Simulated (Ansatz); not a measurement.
# Response to strain in InN

Take InN in the wurtzite structure (space group P6_3mc, No. 186; a = 3.537 Å, c = 5.714 Å) as the base. Axes: x lies along a and z along c of the hexagonal cell.

Strains are applied to the cell and any free atomic positions relax; under biaxial strain the out-of-plane vector relaxes too; under stress the whole cell relaxes.

Method: PBEsol/PAW in Ansatz (a quantum-chemistry and plane-wave program), scalar-relativistic without spin-orbit coupling.

Notes on the quantities. pressure: mean of the normal stresses, compression positive; energy relative to the base: free energy F.

| change | pressure | shortest interatomic distance | energy relative to the base | space group |
|---|---|---|---|---|
| base | 0.0 GPa | 215.6 pm | 0 meV/atom | P6_3mc (No. 186) |
| biaxial strain −1.72 %, plane normal [001], relaxed out of plane | 3.0 GPa | 213.9 pm | – | P6_3mc (No. 186) |
| biaxial strain −1.12 %, plane normal [001], relaxed out of plane | 1.9 GPa | 214.5 pm | – | P6_3mc (No. 186) |
| isotropic strain −5.62 % | 35.0 GPa | 203.5 pm | +0.230 eV/atom | P6_3mc (No. 186) |
| isotropic strain −2.54 % | 12.5 GPa | 210.1 pm | +42 meV/atom | P6_3mc (No. 186) |
| isotropic strain −1.99 % | 9.4 GPa | 211.3 pm | +25 meV/atom | P6_3mc (No. 186) |
| isotropic strain −1.10 % | 4.9 GPa | 213.2 pm | +7.4 meV/atom | P6_3mc (No. 186) |
| uniaxial strain ε_xx = −3.11 % | 4.6 GPa | 213.3 pm | +10 meV/atom | Cmc2_1 (No. 36) |
| uniaxial strain ε_yy = +5.93 % | -7.0 GPa | 219.6 pm | +35 meV/atom | Cmc2_1 (No. 36) |
| uniaxial stress, 8 GPa tension along z | – | 216.6 pm | +16 meV/atom | P6_3mc (No. 186) |

The mesh was chosen for an insulator and is coarse for the gapless case. Beyond what the load breaks, stability against distortions was not tested. All final runs are without spin polarisation.
